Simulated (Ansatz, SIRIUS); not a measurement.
Given: the input of a run of SIRIUS 7.12.0 on PbO2. Atoms were shifted at random by some hundredths of an Å from the given cell, which wasn't relaxed again for these runs. The cell is a database's computed one, not the measured one.

File sirius.json:

```json
{
  "control": {
    "processing_unit": "cpu",
    "verbosity": 2,
    "num_bands_to_print": 37,
    "print_forces": true,
    "print_stress": true
  },
  "parameters": {
    "electronic_structure_method": "pseudopotential",
    "xc_functionals": ["XC_GGA_X_PBE_SOL", "XC_GGA_C_PBE_SOL"],
    "gk_cutoff": 9.2,
    "pw_cutoff": 18.4,
    "ngridk": [6, 6, 8],
    "shiftk": [0, 0, 0],
    "smearing": "fermi_dirac",
    "smearing_width": 0.0018374661,
    "num_bands": 37,
    "num_mag_dims": 0,
    "num_dft_iter": 100,
    "energy_tol": 1e-08,
    "density_tol": 1e-06
  },
  "iterative_solver": {
    "type": "davidson",
    "min_tolerance": 1e-10
  },
  "mixer": {
    "type": "anderson",
    "beta": 0.7,
    "max_history": 8
  },
  "settings": {
    "tol_ne": 1e-10,
    "pseudo_grid_cutoff": 6.5
  },
  "unit_cell": {
    "lattice_vectors": [
      [9.439106157796, 0.0, 0.0],
      [0.0, 9.439106157796, 0.0],
      [0.0, 0.0, 6.442078172986]
    ],
    "atom_coordinate_units": "lattice",
    "atom_types": ["Pb", "O"],
    "atom_files": {
      "Pb": "Pb.json",
      "O": "O.json"
    },
    "atoms": {
      "Pb": [
        [0.502748, 0.501557, 0.517599],
        [-0.001071, 0.006569, 0.007874]
      ],
      "O": [
        [0.695109, 0.703762, -0.004739],
        [0.804168, 0.193285, 0.49591],
        [0.188068, 0.817062, 0.50322],
        [0.300545, 0.304073, 0.014224]
      ]
    }
  }
}
```

Potentials or basis: PseudoDojo 0.4.1 PBEsol standard (scalar relativistic).

Launch:

```sh
$ upf_to_json Pb.upf
$ upf_to_json O.upf
$ OMP_NUM_THREADS=4 sirius.scf --input=sirius.json --output=out.json --task=0
```

**Question.** Translate it to Ansatz 0.2.0. Potentials or basis there: Ansatz PAW, cutoff 420 eV.

**Answer.** As run (cutoffs and basis follow the program's own potentials, and thresholds, step limits or extra output files can differ):

Contents of input.yaml:

```yaml
crystal:
  lattice:
    - [4.99495987, 0.0, 0.0]
    - [0.0, 4.99495987, 0.0]
    - [0.0, 0.0, 3.40900096]
  atoms:
    - { symbol: Pb, position: [0.502748, 0.501557, 0.517599] }
    - { symbol: Pb, position: [-0.001071, 0.006569, 0.007874] }
    - { symbol: O, position: [0.695109, 0.703762, -0.004739] }
    - { symbol: O, position: [0.804168, 0.193285, 0.49591] }
    - { symbol: O, position: [0.188068, 0.817062, 0.50322] }
    - { symbol: O, position: [0.300545, 0.304073, 0.014224] }
hamiltonian:
  xc: pbesol
  pseudopotentials: { kind: paw }
kpoints:
  mp_grid: { grid: [6, 6, 8] }
scf:
  occupations: { method: fermi_dirac, width: 0.05 }
output:
  forces: true
  stress: true
  eigenvalues: true
  write_density: true
  write_potential: true
  elf: true
  volumetric_format: npy
```

Potentials or basis: Ansatz PAW.

The run is started by

```console
$ ansatz run input.yaml --threads 1 --pin off --max-ram 3584MiB --backend cpu --events-out ev --progress --plain --runs-dir out
```

Both were run:

|  | SIRIUS | Ansatz |
| --- | --- | --- |
| Pressure | 1.6 GPa | 0.5 GPa |
| Largest force | 1.043 eV/Å | 1.018 eV/Å |

Ansatz's pressure holds a Pulay term of +0.62 GPa for its cutoff of 420 eV, which the other run lacks.

Ansatz's potentials were made for PBE.

Where Ansatz's input types no cutoff or centring, it takes its own default and a Γ-centred mesh.

Pressure is positive in compression.
